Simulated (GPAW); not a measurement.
Runs of GPAW 26.7.0 on WS2 (Tungstenite). Symmetry: P6_3/mmc, No. 194, hexagonal system. The conventional cell has a = 3.180 Å, b = 3.180 Å, c = 12.500 Å, α = 90.00°, β = 90.00°, γ = 120.00°. Around W (site symmetry -6m2) lie 6 S at 2.41 Å. S (site symmetry 3m) has 3 W at 2.41 Å as nearest neighbours. 

```tsv
level	gap on the mesh (eV)	pressure (GPa)	relaxed volume (Å³/atom)	largest force (eV/Å)
PBE	1.69	0.0	20.95	0.01
PBE+D3(op)	0.99	0.0	17.68	0.01
PBE+D3(BJ)	0.95	0.0	17.41	-
PBE+D3	1.08	0.0	(a)	0.01
PBE+D3(BJ)+ATM	1.00	0.0	(b)	-
```

Alike in all rows: task relaxation of cell and atoms; potentials or basis GPAW PAW data sets (gpaw-data 1.2.1), pw; no spin polarisation; cell relaxed; k mesh 5 × 5 × 2; cutoff (eV) 600; smearing fermi-dirac 0.05 eV; the mesh is coarse, so values aren't converged.

**Question.** Fill in the values left out.

**Answer.** (a) 18.02; (b) 17.60.

Caveats: all runs use coarse meshes; later steps reuse the first step's grids; spin-orbit coupling is left out, which moves the levels of the heavy elements; an odd mesh through Γ misses points on the zone boundary, where band edges often lie; this functional lacks dispersion, which binds the layers, so the pressure and a relaxed spacing across them are unreliable (some runs).

A k mesh can miss the band edges, and the runs leave out spin-orbit coupling on W.
